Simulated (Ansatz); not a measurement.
The system is KCl.

```
CELL_PARAMETERS angstrom
3.83920 0.00000 0.00000
0.00000 3.83920 0.00000
0.00000 0.00000 3.83920
ATOMIC_POSITIONS crystal
K 0.00000 0.00000 0.00000
Cl 0.50000 0.50000 0.50000
```

Measurements of this composition are mostly on another form, of space group No. 225.

Base run:

| Property | Result |
| --- | --- |
| Program | Ansatz 0.2.0 |
| Functional | HSE06 form with a typed share of exact exchange |
| Potentials or basis | Ansatz PAW |
| Cutoff | 420 eV (not typed: the program's choice for these potentials) |
| k mesh | 4 × 4 × 4 |
| Occupations | fermi-dirac, width 0.05 eV |
| Spin | no spin polarisation |

Its results: band gap on the k mesh 5.87 eV, indirect (least direct gap 6.08 eV); pressure -0.4 GPa.

Task: The run is repeated on the same cell with these changes: share of exact exchange from 0.2 to 0.15. What comes out?

Result: Band gap on the k mesh 5.60 eV, indirect (least direct gap 5.81 eV); pressure -0.3 GPa.

Caveats: the PAW data sets come from PBE, with cores solved anew for the run's functional, which leaves a small shift of forces and pressure; the thresholds are loose for stress.

A k mesh can miss the band edges.
